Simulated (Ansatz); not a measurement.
The system is GaAs.

```xyz
2
Lattice="0.0000 2.8268 2.8268 2.8268 0.0000 2.8268 2.8268 2.8268 0.0000" Properties=species:S:1:pos:R:3 pbc="T T T"
As    4.2403    4.2403    4.2403
Ga    0.0000    0.0000    0.0000
```

```yaml
Program: Ansatz 0.2.0
Task: single point
Functional: PBE
Potentials_or_basis: Ansatz PAW
Cutoff: "420 eV (not typed: the program's choice for these potentials)"
k_mesh: 8 × 8 × 8
Occupations: fermi-dirac, width 0.05 eV
Spin: no spin polarisation
```

On this cell: pressure 3.3 GPa; largest force zero by symmetry; band gap on the k mesh 0.52 eV, direct.

The same run follows on a disturbed copy (atoms moved at random, drawn with an rms of 0.05 Å):

```xyz
2
Lattice="0.0000 2.8268 2.8268 2.8268 0.0000 2.8268 2.8268 2.8268 0.0000" Properties=species:S:1:pos:R:3 pbc="T T T"
As    4.2380    4.2893    4.2337
Ga   -0.0317   -0.0308    0.0536
```

Problem. What changes?

Solution. The energy moves by +23.9 meV/atom; pressure 3.6 GPa; largest force 0.888 eV/Å; band gap on the k mesh 0.20 eV, direct.

Forces on the atoms (eV/Å):
```
As  -0.153 -0.710  0.511
Ga   0.153  0.710 -0.511
```

Stress tensor (GPa, compression positive):
```
 3.68 -1.52  2.11
-1.52  3.46  0.47
 2.11  0.47  3.57
```

A k mesh can miss the band edges.
